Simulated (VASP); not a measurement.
# Which native defect does SiNi3 form most easily?, part 2 of 2

Aim: formation energies of the vacancies and antisites of SiNi3, in the two limits of its composition. The start is a cell from a database of measured crystal structures.

VASP 6.6.1, plane waves and PAW; the level of theory is named at each step.

So far, formation energy of the neutral defect (eV): step 7 (energies of this defect, 31 atoms, defect vacancy, element …) 1.51.

The database entry behind the starting cell differs from later determinations by our own check (an axis about 0.9 % long against later determinations), so it need not match the best structure at ambient conditions.

## Step 8: The defect cell, 31 atoms, defect Si vacancy

This step: PBE, spin-polarised from a ferromagnetic start; plane waves and PAW (Ni, Si) (VASP 6.6.1).

System of this step: Si7Ni24. The cell holds 31 atoms: 24 Ni and 7 Si. Its edges and angles: a = 7.006 Å, b = 7.006 Å, c = 7.006 Å, α = 90.0°, β = 90.0°, γ = 90.0°. It derives from SiNi3. Nearest the centre at fractional (0.000, 0.000, 0.000): Ni7 at 2.48 Å, Ni14 at 2.48 Å, Ni20 at 2.48 Å, Ni5 at 2.48 Å, Ni10 at 2.48 Å, Ni13 at 2.48 Å, Ni18 at 2.48 Å, Ni3 at 2.48 Å.

File INCAR:

```
SYSTEM = Si7Ni24
PREC = Normal
ENCUT = 300
EDIFF = 1E-05
NELM = 120
ISMEAR = 1
SIGMA = 0.2
LREAL = Auto
ALGO = Fast
GGA = PE
NBANDS = 160
ISPIN = 2
MAGMOM = 1 1 1 1 1 1 1 1 1 1 1 1 1 1 1 1 1 1 1 1 1 1 1 1 0 0 0 0 0 0 0
LASPH = .TRUE.
LMAXMIX = 4
LORBIT = 11
LWAVE = .FALSE.
LCHARG = .TRUE.
KPAR = 4
NCORE = 2
IBRION = 2
NSW = 50
ISIF = 2
EDIFFG = -0.03
POTIM = 0.4
MAXMIX = 40
ISYM = 2
```

File POSCAR:

```
Si7Ni24
1.0
    7.0061870298      0.0000000000      0.0000000000
    0.0000000000      7.0061870298      0.0000000000
    0.0000000000      0.0000000000      7.0061870298
Ni Si
24 7
Direct
    0.2500000000      0.2500000000      0.0000000000
    0.2500000000      0.2500000000      0.5000000000
    0.2500000000      0.7500000000      0.0000000000
    0.2500000000      0.7500000000      0.5000000000
    0.7500000000      0.2500000000      0.0000000000
    0.7500000000      0.2500000000      0.5000000000
    0.7500000000      0.7500000000      0.0000000000
    0.7500000000      0.7500000000      0.5000000000
    0.2500000000      0.0000000000      0.2500000000
    0.2500000000      0.0000000000      0.7500000000
    0.2500000000      0.5000000000      0.2500000000
    0.2500000000      0.5000000000      0.7500000000
    0.7500000000      0.0000000000      0.2500000000
    0.7500000000      0.0000000000      0.7500000000
    0.7500000000      0.5000000000      0.2500000000
    0.7500000000      0.5000000000      0.7500000000
    0.0000000000      0.2500000000      0.2500000000
    0.0000000000      0.2500000000      0.7500000000
    0.0000000000      0.7500000000      0.2500000000
    0.0000000000      0.7500000000      0.7500000000
    0.5000000000      0.2500000000      0.2500000000
    0.5000000000      0.2500000000      0.7500000000
    0.5000000000      0.7500000000      0.2500000000
    0.5000000000      0.7500000000      0.7500000000
    0.0000000000      0.0000000000      0.5000000000
    0.0000000000      0.5000000000      0.0000000000
    0.0000000000      0.5000000000      0.5000000000
    0.5000000000      0.0000000000      0.0000000000
    0.5000000000      0.0000000000      0.5000000000
    0.5000000000      0.5000000000      0.0000000000
    0.5000000000      0.5000000000      0.5000000000
```

File KPOINTS:

```
Automatic mesh
0
Monkhorst-Pack
3 3 3
0 0 0
```

PAW data sets: Ni and Si (PBE family, release 64).

Started as:

```
> mpirun -np 8 vasp_std
```

Wall time 40 s (8 MPI ranks of Intel Xeon Platinum 8375C at 2.90GHz (Ice Lake), shared host); peak memory 1.8 GiB; 5.2 min of CPU time.

The magnetic state follows from one typed start and may not be the lowest.

No atom moved by 0.005 Å in the relaxation.

This step gave:

- electronic cycles: 19
- electrons: 268
- free energy (TOTEN): -180.6620 eV
- energy at zero smearing: -180.6515 eV
- Fermi energy: 10.01 eV
- moment of the cell, from the last line of the log: 3.502 μB

Spin moment in the PAW sphere by element, in μB:

```
element  atoms    mean  spread (r.m.s.)   least  largest
     Ni     24   0.157            0.027   0.129    0.184
     Si      7  -0.008            0.001  -0.009   -0.007
```

The atoms nearest the centre:

```
atom  distance (Å)  spin moment in the PAW sphere (μB)
 Ni1          2.48                               0.184
 Ni3          2.48                               0.184
 Ni7          2.48                               0.184
 Ni5          2.48                               0.184
Ni13          2.48                               0.184
Ni14          2.48                               0.184
Ni10          2.48                               0.184
 Ni9          2.48                               0.184
Ni20          2.48                               0.184
Ni19          2.48                               0.184
Ni18          2.48                               0.184
Ni17          2.48                               0.184
Si28          3.50                              -0.009
Si25          3.50                              -0.009
```

Spin density in the ac plane at fractional y = 0.000, through the centre, with atoms of Ni and Si within 0.45 Å of it.

Ten even steps from '0' (0.00 e/Å³) to '9' (0.33 e/Å³), each cell a mean:
```
00000000000000000000
00000000000000000000
00000000000000000000
00002300000000241000
00017930000001694000
00004620000000462000
00000100000000010000
00000000000000000000
00000000000000000000
00000000000000000000
00000000000000000000
00000000000000000000
00000000000000000000
00002310000000230000
00016930000001693000
00004620000000472000
00000100000000010000
00000000000000000000
00000000000000000000
00000000000000000000
```
Columns run along a (7.0 Å), rows up along c (7.0 Å). Atoms in or near the plane, at fractional coordinates: Ni at (0.25, 0.25), Ni at (0.25, 0.75), Ni at (0.75, 0.25), Ni at (0.75, 0.75), Si at (0.00, 0.50), Si at (0.50, 0.00), Si at (0.50, 0.50).

Valence density in the ac plane at fractional y = 0.000, through the centre, with atoms of Ni and Si within 0.45 Å of it. It is the smooth field of the valence electrons, not physical close to the nuclei.

Values in e/Å³, 11 rows by 16 columns, each cell a mean:
```
 0  0  0  0  0  0  0  0  0  0  0  0  0  0  0  0
 0  0  0  2  2  1  0  0  0  0  0  2  2  1  0  0
 0  0  1  7 10  3  0  0  0  0  1  7 10  3  0  0
 0  0  1  3  4  1  0  0  0  0  1  3  4  1  0  0
 0  0  0  0  0  0  0  0  0  0  0  0  0  0  0  0
 0  0  0  0  0  0  0  0  0  0  0  0  0  0  0  0
 0  0  0  0  0  0  0  0  0  0  0  0  0  0  0  0
 0  0  1  5  7  2  0  0  0  0  1  5  7  2  0  0
 0  0  1  6  9  3  0  0  0  0  1  6  9  3  0  0
 0  0  0  1  1  0  0  0  0  0  0  1  1  0  0  0
 0  0  0  0  0  0  0  0  0  0  0  0  0  0  0  0
```
Columns run along a (7.0 Å), rows up along c (7.0 Å). Atoms in or near the plane, at fractional coordinates: Ni at (0.25, 0.25), Ni at (0.25, 0.75), Ni at (0.75, 0.25), Ni at (0.75, 0.75), Si at (0.00, 0.50), Si at (0.50, 0.00), Si at (0.50, 0.50).

The start already met the threshold, so nothing moved, which says little where the restoring forces are soft.

The 12 first neighbours (Ni) lie 2.48 Å from the site in the perfect crystal and 2.48 Å on average after the relaxation (+0.0 %).

## Step 9: This defect's formation energies, 31 atoms, defect vacancy, element Si

This step: point defect, PBE; plane waves and PAW (VASP 6.6.1).

No new run; the numbers come from the runs before.

This step gave:

- formation energy of the neutral defect: 3.546 eV

Formation energy:

```
formation energy (eV)  largest move (Å)
                3.546                 0
```

E_f is E(defect cell) less E(perfect cell), corrected for the atoms exchanged with their references.

References, in eV an atom: Ni -5.483 (crystal Fm-3m) and Si -5.422 (crystal Fd-3m). They were run at the supercell's cutoff and functional, without U, and count both elements from their own phases.

The formation energy is 3.546 eV, and the largest move of an atom 0.00 Å.

## Step 10: Relaxing the defect, 32 atoms, defect Ni on the Si site

This step: PBE, spin-polarised from a ferromagnetic start; plane waves and PAW (Ni, Si) (VASP 6.6.1).

System of this step: Si7Ni25. The cell holds 32 atoms: 25 Ni and 7 Si. Cell: a = 7.006 Å, b = 7.006 Å, c = 7.006 Å, α = 90.0°, β = 90.0°, γ = 90.0°. It derives from SiNi3. Nearest the centre at fractional (0.000, 0.000, 0.000): Ni25 at 0.00 Å, Ni7 at 2.48 Å, Ni20 at 2.48 Å, Ni14 at 2.48 Å, Ni10 at 2.48 Å, Ni13 at 2.48 Å, Ni5 at 2.48 Å, Ni3 at 2.48 Å.

Changes to INCAR since step 8:

```diff
@@ -1,2 +1,2 @@
-SYSTEM = Si7Ni24
+SYSTEM = Si7Ni25
 PREC = Normal
@@ -10,5 +10,5 @@
 GGA = PE
-NBANDS = 160
+NBANDS = 168
 ISPIN = 2
-MAGMOM = 1 1 1 1 1 1 1 1 1 1 1 1 1 1 1 1 1 1 1 1 1 1 1 1 0 0 0 0 0 0 0
+MAGMOM = 1 1 1 1 1 1 1 1 1 1 1 1 1 1 1 1 1 1 1 1 1 1 1 1 1 0 0 0 0 0 0 0
 LASPH = .TRUE.
```

Changes to POSCAR since step 8:

```diff
@@ -1,2 +1,2 @@
-Si7Ni24
+Si7Ni25
 1.0
@@ -6,3 +6,3 @@
 Ni Si
-24 7
+25 7
 Direct
@@ -32,2 +32,3 @@
     0.5000000000      0.7500000000      0.7500000000
+    0.0000000000      0.0000000000      0.0000000000
     0.0000000000      0.0000000000      0.5000000000
```

KPOINTS is that of step 8.

Started as:

```
> mpirun -np 8 vasp_std
```

The job ended after 2.6 min (8 MPI ranks; peak memory 2 GiB).

Step by step:

```
step  energy less that of the first step (eV)  largest force (eV/Å)
   1                                   0.0000                0.1929
   2                                  -0.0136                0.0978
   3                                  -0.0185                0.0499
   4                                  -0.0187                0.0517
   5                                  -0.0198                0.0185
```

The atoms that moved most (Å):

```
atom      dx      dy      dz  length
 Ni7  -0.011  -0.011   0.000   0.016
Ni14  -0.011   0.000  -0.011   0.016
Ni20   0.000  -0.011  -0.011   0.016
 Ni5  -0.011   0.011   0.000   0.016
Ni10   0.011   0.000  -0.011   0.016
Ni13  -0.011   0.000   0.011   0.016
Ni18   0.000   0.011  -0.011   0.016
 Ni3   0.011  -0.011   0.000   0.016
```

Final coordinates:

```
Ni Si
1.0
     7.00619    0.00000    0.00000
     0.00000    7.00619    0.00000
     0.00000    0.00000    7.00619
Ni Si
25 7
Direct
  0.25159 0.25159 0.00000
  0.25047 0.25047 0.50000
  0.25159 0.74841 0.00000
  0.25047 0.74953 0.50000
  0.74841 0.25159 0.00000
  0.74953 0.25047 0.50000
  0.74841 0.74841 0.00000
  0.74953 0.74953 0.50000
  0.25159 0.00000 0.25159
  0.25159 0.00000 0.74841
  0.25047 0.50000 0.25047
  0.25047 0.50000 0.74953
  0.74841 0.00000 0.25159
  0.74841 0.00000 0.74841
  0.74953 0.50000 0.25047
  0.74953 0.50000 0.74953
  0.00000 0.25159 0.25159
  0.00000 0.25159 0.74841
  0.00000 0.74841 0.25159
  0.00000 0.74841 0.74841
  0.50000 0.25047 0.25047
  0.50000 0.25047 0.74953
  0.50000 0.74953 0.25047
  0.50000 0.74953 0.74953
  0.00000 0.00000 0.00000
  0.00000 0.00000 0.50000
  0.00000 0.50000 0.00000
  0.00000 0.50000 0.50000
  0.50000 0.00000 0.00000
  0.50000 0.00000 0.50000
  0.50000 0.50000 0.00000
  0.50000 0.50000 0.50000
```

The run ended after 5 ionic steps, 0.020 eV below its first step, once the forces on the free atoms met EDIFFG = -0.03.

The 12 first neighbours (Ni) lie 2.48 Å from the site in the perfect crystal and 2.49 Å on average from the atom on it after the relaxation (+0.6 %).

## Step 11: Energies of this defect, 32 atoms, defect substitution, element Si

This step: point defect, PBE; plane waves and PAW (VASP 6.6.1).

This step runs nothing: it gathers the runs above.

E_f is E(defect cell) less E(perfect cell), corrected for the atoms exchanged with their references.

References, in eV an atom: Ni -5.483 (crystal Fm-3m) and Si -5.422 (crystal Fd-3m). They were run at the supercell's cutoff and functional, without U, and count both elements from their own phases.

The formation energy is 2.402 eV, and the largest move of an atom 0.02 Å.

## Step 12: Relaxing the defect, 32 atoms, defect Si on the Ni site

This step: PBE, spin-polarised from a ferromagnetic start; plane waves and PAW (Si, Ni) (VASP 6.6.1).

System of this step: Si9Ni23. The cell holds 32 atoms: 9 Si and 23 Ni. Cell: a = 7.006 Å, b = 7.006 Å, c = 7.006 Å, α = 90.0°, β = 90.0°, γ = 90.0°. It derives from SiNi3. Nearest the centre at fractional (0.250, 0.250, 0.000): Si1 at 0.00 Å, Ni30 at 2.48 Å, Ni20 at 2.48 Å, Ni18 at 2.48 Å, Ni26 at 2.48 Å, Si2 at 2.48 Å, Si4 at 2.48 Å, Si6 at 2.48 Å.

Changes to INCAR since step 10:

```diff
@@ -1,2 +1,2 @@
-SYSTEM = Si7Ni25
+SYSTEM = Si9Ni23
 PREC = Normal
@@ -10,5 +10,5 @@
 GGA = PE
-NBANDS = 168
+NBANDS = 160
 ISPIN = 2
-MAGMOM = 1 1 1 1 1 1 1 1 1 1 1 1 1 1 1 1 1 1 1 1 1 1 1 1 1 0 0 0 0 0 0 0
+MAGMOM = 0 0 0 0 0 0 0 0 0 1 1 1 1 1 1 1 1 1 1 1 1 1 1 1 1 1 1 1 1 1 1 1
 LASPH = .TRUE.
```

Changes to POSCAR since step 10:

```diff
@@ -1,2 +1,2 @@
-Si7Ni25
+Si9Ni23
 1.0
@@ -5,6 +5,14 @@
     0.0000000000      0.0000000000      7.0061870298
-Ni Si
-25 7
+Si Ni
+9 23
 Direct
     0.2500000000      0.2500000000      0.0000000000
+    0.0000000000      0.0000000000      0.0000000000
+    0.0000000000      0.0000000000      0.5000000000
+    0.0000000000      0.5000000000      0.0000000000
+    0.0000000000      0.5000000000      0.5000000000
+    0.5000000000      0.0000000000      0.0000000000
+    0.5000000000      0.0000000000      0.5000000000
+    0.5000000000      0.5000000000      0.0000000000
+    0.5000000000      0.5000000000      0.5000000000
     0.2500000000      0.2500000000      0.5000000000
@@ -32,9 +40 @@
     0.5000000000      0.7500000000      0.7500000000
-    0.0000000000      0.0000000000      0.0000000000
-    0.0000000000      0.0000000000      0.5000000000
-    0.0000000000      0.5000000000      0.0000000000
-    0.0000000000      0.5000000000      0.5000000000
-    0.5000000000      0.0000000000      0.0000000000
-    0.5000000000      0.0000000000      0.5000000000
-    0.5000000000      0.5000000000      0.0000000000
-    0.5000000000      0.5000000000      0.5000000000
```

KPOINTS is that of step 10.

PAW data sets: Si and Ni (PBE family, release 64).

Started as:

```
> mpirun -np 8 vasp_std
```

Wall time 4.4 min (8 MPI ranks); peak memory 2.2 GiB; 35 min of CPU time.

Step by step:

```
step  energy less that of the first step (eV)  largest force (eV/Å)
   1                                   0.0000                1.2899
   2                                  -0.2899                0.7584
   3                                  -0.4595                0.2108
   4                                  -0.4600                0.2059
   5                                  -0.4905                0.1603
   6                                  -0.5026                0.1036
   7                                  -0.5027                0.1093
   8                                  -0.5082                0.0403
   9                                  -0.5082                0.0339
  10                                  -0.5086                0.0075
```

The atoms that moved most (Å):

```
atom      dx      dy      dz  length
 Si2  -0.090  -0.090   0.000   0.128
 Si4  -0.090   0.090   0.000   0.128
 Si8   0.090   0.090   0.000   0.128
 Si6   0.090  -0.090   0.000   0.128
Ni25   0.018   0.000  -0.077   0.079
Ni17   0.000   0.018  -0.077   0.079
Ni19   0.000  -0.018  -0.077   0.079
Ni29  -0.018   0.000  -0.077   0.079
```

The relaxed structure:

```xyz
32
Lattice="7.0062 0.0000 0.0000 0.0000 7.0062 0.0000 0.0000 0.0000 7.0062" Properties=species:S:1:pos:R:3 pbc="T T T"
Si    1.7515    1.7515    0.0000
Si   -0.0904   -0.0904    0.0000
Si    0.0139    0.0139    3.5031
Si   -0.0904    3.5935    0.0000
Si    0.0139    3.4892    3.5031
Si    3.5935   -0.0904    0.0000
Si    3.4892    0.0139    3.5031
Si    3.5935    3.5935    0.0000
Si    3.4892    3.4892    3.5031
Ni    1.7515    1.7515    3.5031
Ni    1.7515    5.2546    0.0000
Ni    1.7515    5.2546    3.5031
Ni    5.2546    1.7515    0.0000
Ni    5.2546    1.7515    3.5031
Ni    5.2546    5.2546    0.0000
Ni    5.2546    5.2546    3.5031
Ni    1.7515    0.0185    1.6746
Ni    1.7515    0.0185    5.3316
Ni    1.7515    3.4846    1.6746
Ni    1.7515    3.4846    5.3316
Ni    5.2546    0.0082    1.7758
Ni    5.2546    0.0082    5.2303
Ni    5.2546    3.4949    1.7758
Ni    5.2546    3.4949    5.2303
Ni    0.0185    1.7515    1.6746
Ni    0.0185    1.7515    5.3316
Ni    0.0082    5.2546    1.7758
Ni    0.0082    5.2546    5.2303
Ni    3.4846    1.7515    1.6746
Ni    3.4846    1.7515    5.3316
Ni    3.4949    5.2546    1.7758
Ni    3.4949    5.2546    5.2303
```

The run ended after 10 ionic steps, 0.509 eV below its first step, once the forces on the free atoms met EDIFFG = -0.03.

The 12 first neighbours (Ni and Si) lie 2.48 Å from the site in the perfect crystal and 2.47 Å on average from the atom on it after the relaxation (-0.1 %, spread from 2.41 to 2.60 Å).

## Step 13: This defect's formation energies, 32 atoms, defect substitution, element Ni

This step: point defect, PBE; plane waves and PAW (VASP 6.6.1).

No new run; the numbers come from the runs before.

Formation energy:

```
formation energy (eV)  largest move (Å)
               0.1827            0.1278
```

The formation energy is the energy of the relaxed defect cell less that of the perfect cell, with each removed atom booked to its reference and each added atom taken from it.

References, in eV an atom: Ni -5.483 (crystal Fm-3m) and Si -5.422 (crystal Fd-3m). They were run at the supercell's cutoff and functional, without U, and count both elements from their own phases.

The formation energy is 0.183 eV, and the largest move of an atom 0.13 Å.

## Step 14: All defects in both limits

This step: native point defects, PBE; plane waves and PAW (VASP 6.6.1).

Derived from the runs above.

Neutral cells; the limits come from the host's formation enthalpy alone. Formation energies:

```
           defect  charge  formation energy, Ni-rich (eV)  formation energy, Si-rich (eV)  moment (μB)
       Ni vacancy       0                           1.508                           0.898     0.001043
       Si vacancy       0                           1.716                           3.546        3.497
Ni on the Si site       0                           0.572                           3.012    -0.006936
Si on the Ni site       0                           2.013                          -0.427     -9.48e-4
```

## Step 15: Summary of results

```json
{"host formation enthalpy": "-0.457 eV/atom"}
```

In the Ni-rich limit the cheapest defect is the Ni on the Si site, at 0.57 eV. In the Si-rich limit the cheapest defect is the Si on the Ni site, at -0.43 eV. A negative value means that the stoichiometric crystal is not stable at this limit, which then lies outside its range. The supercell of 32 atoms is small. Potential shifts are not applied, only the charges listed were run, and a negative energy means that the Fermi level can't reach that place or the limit lies outside the host's range, or that the host's structure gives way. Each defect was run on one site, no other kinds were tried, and all belong to one structure, the phase of space group Pm-3m. The limits are set by the pure elements; where other compounds of the two lie between, the true range is narrower and the order of defects can differ.

[Lines on the potential files, build, host, timing and source positions are cut from VASP's logs without a mark.]

[Logs are printed without paths, hosts, clocks, repeated set-up lines and the standing remarks that a program may print on its own settings, such as how far it seeks lower states.]

[Hosts, paths, dates, database ids (printed as entryN), source tags and the programs' standing remarks are cut or masked in the printed files.]

[In band tables of VASP the shares of atoms and orbitals are scaled to a sum of 1 inside the atoms' spheres.]

[Runs that stopped without an error message from VASP are left out.]
